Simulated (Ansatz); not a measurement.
## Pt on several prototypes: a ranking of structure types by relaxed energy, step by step

Program: the Ansatz DFT code, driven from Python.

Interactive session:
```pycon
>>> import warnings
>>> import ansatz
>>> import numpy as np
>>> import pandas as pd
>>> import spglib
>>> SCF_TOL = 1e-10
>>> CUTOFF_EV = 500
>>> KSPACING = 0.15
>>> OCCUPATIONS = "cold"
>>> WIDTH_EV = 0.05
>>> def sc(A, a):
...     return (
...         ansatz.Lattice.cubic(a)
...         .space_group(221)
...         .atom(A, (0, 0, 0))
...     )
...
>>> def diamond(first, a):
...     return ansatz.Crystal.diamond(first, a=a)
...
>>> def bcc(a_site, a):
...     return ansatz.Crystal.bcc(a_site, a=a)
...
>>> def solve(name, crystal, relax=True):
...     calc = (
...         crystal.calculation()
...         .scf(tolerance=SCF_TOL)
...         .basis(CUTOFF_EV)
...         .kpoints(spacing=KSPACING)
...         .occupations(OCCUPATIONS, width=WIDTH_EV)
...         .stress()
...         .band_table()
...     )
...     if relax:
...         calc = calc.relax(force_tolerance=0.02, cell=True)
...     return calc.run()
...
>>> def bulk_modulus(name, outcome, step=0.02):
...     # B = -V dP/dV from the pressures of two uniformly scaled cells, atoms held at their fractions
...     pressure = []
...     for factor in (1 - step, 1.0, 1 + step):
...         cell = ansatz.Crystal(lattice=ansatz.Lattice.of(outcome.lattice.cell_ang * factor ** (1 / 3)))
...         for site in outcome.report["lattice"]["sites"]:
...             cell = cell.atom(site["symbol"], site["position_frac"])
...         pressure.append(np.trace(solve(name, cell, relax=False).report["stress_gpa"]) / 3)
...     slope, bend = (pressure[0] - pressure[2]) / (2 * step), abs(pressure[0] + pressure[2] - 2 * pressure[1])
...     # a jump of mesh or basis between the cells shows as a kink: no modulus then
...     return float(slope) if bend < 12 * step**2 * abs(slope) + 0.15 and abs(pressure[1]) < 1.5 else float("nan")
...
>>> def relaxed_twice(name, crystal):
...     # the second pass draws mesh and plane waves anew for the relaxed cell
...     first = solve(name, crystal)
...     again = ansatz.Crystal(lattice=ansatz.Lattice.of(first.lattice.cell_ang))
...     for site in first.report["lattice"]["sites"]:
...         again = again.atom(site["symbol"], site["position_frac"])
...     return solve(name, again)
...
>>> def pressure_gpa(outcome):
...     return float(np.trace(outcome.report["stress_gpa"]) / 3)
...
>>> def volume_per_atom(outcome):
...     return abs(np.linalg.det(outcome.lattice.cell_ang)) / len(outcome.lattice.sites)
...
>>> def space_group(outcome):
...     sites = outcome.report["lattice"]["sites"]
...     kinds = sorted({site["symbol"] for site in sites})
...     cell = (outcome.lattice.cell_ang, [site["position_frac"] for site in sites], [kinds.index(site["symbol"]) for site in sites])
...     return spglib.get_spacegroup(cell, symprec=0.01)
...
>>> # starting lattice constants are rough guesses; the relaxation finds the rest
>>> warnings.simplefilter("ignore", ansatz.DeckWarning)
>>> phases = {}
>>> phases["sc"] = sc("Pt", 2.55)
>>> phases["diamond"] = diamond("Pt", 5.39)
>>> phases["bcc"] = bcc("Pt", 3.11)
>>> done = {}
>>> for name, crystal in phases.items():
...     done[name] = relaxed_twice(name, crystal)
...     print(f"{name}: {done[name].report['energy_sigma0_ev']:.4f} eV, {len(done[name].lattice.sites)} atoms")
...
sc: -12522.5605 eV, 1 atoms
diamond: -25043.8805 eV, 2 atoms
bcc: -12522.9113 eV, 1 atoms
>>> energy = {name: o.report["energy_sigma0_ev"] / len(o.lattice.sites) for name, o in done.items()}
>>> lowest = min(energy.values())
>>> rows = [(name, len(o.lattice.sites), 1000 * (energy[name] - lowest), pressure_gpa(o), volume_per_atom(o), space_group(o), bulk_modulus(name, o)) for name, o in done.items()]
>>> rows.sort(key=lambda row: row[2])
>>> print(pd.DataFrame(rows, columns=["phase", "atoms", "dE (meV/atom)", "P (GPa)", "V (A^3/atom)", "space group", "B (GPa)"]).round(4).to_string(index=False))
  phase  atoms  dE (meV/atom)  P (GPa)  V (A^3/atom) space group  B (GPa)
    bcc      1         0.0000  -0.0007       15.8368 Im-3m (229) 239.3928
     sc      1       350.8703  -0.0009       18.0523 Pm-3m (221) 184.9390
diamond      2       971.0755   0.0437       24.0244 Fd-3m (227) 116.1782
>>> print("order:", " < ".join(row[0] for row in rows))
order: bcc < sc < diamond
```

Total energies depend on the potentials; only differences at equal settings carry meaning. Spin is left out of this run. Pressure is positive in compression. Spin-orbit coupling, which matters for elements this heavy, is left out. No functional is typed, so the default, PBE, holds. The cells are built on prototypes, so most aren't the phase found in nature. Rows bear the name of their start, and a relaxation keeps or raises the symmetry. Differences under 10 to 15 meV an atom lie within the error of mesh and functional. The whole script took 110 s on 1 thread of Arm Neoverse V2, with other jobs on the host, peak memory 0.58 GiB.
